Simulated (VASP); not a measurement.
**Al: single point with PBE**

The system is Al.

```xyz
2
Lattice="2.8694 0.0000 0.0000 -1.4347 2.4850 0.0000 0.0000 0.0000 4.6674" Properties=species:S:1:pos:R:3 pbc="T T T"
Al    0.0000    1.6567    1.1669
Al    1.4347    0.8283    3.5006
```

This isn't the form of Al at room conditions, which is fcc.

```yaml
Program: VASP 6.6.1
Task: single point
Functional: PBE
Potentials_or_basis: VASP PAW PBE potentials, release 64 (Al)
Cutoff: 520 eV
k_mesh: 18 × 18 × 10
Occupations: gaussian, width 0.1 eV
Spin: no spin polarisation
Dipole_correction: no
Further_INCAR_settings: ALGO = Normal; EDIFF = 1e-07; NBANDS = 10
```

The pressure is 0.0 GPa. The band gap on the k mesh is none (metal or under the smearing width).

Levels at points of the mesh, in eV from the Fermi level:
```
           k point  band 1  band 2  band 3  band 4  band 5  band 6  band 7
(0.00, 0.00, 0.00)  -11.09   -4.54   -4.33   10.42   10.42   10.88   10.88
(0.50, 0.00, 0.00)   -5.33   -5.11    0.60    1.15    1.51    1.76    5.50
(0.00, 0.00, 0.50)   -9.40   -9.40    3.49    3.49   11.70   11.70   11.70
(0.50, 0.00, 0.50)   -3.91   -3.91   -3.22   -3.22    6.95    6.95    7.57
```

It took 20 s on 1 thread of Intel(R) Xeon(R) Platinum 8488C (Sapphire Rapids), on a shared host, peak memory 0.18 GiB.
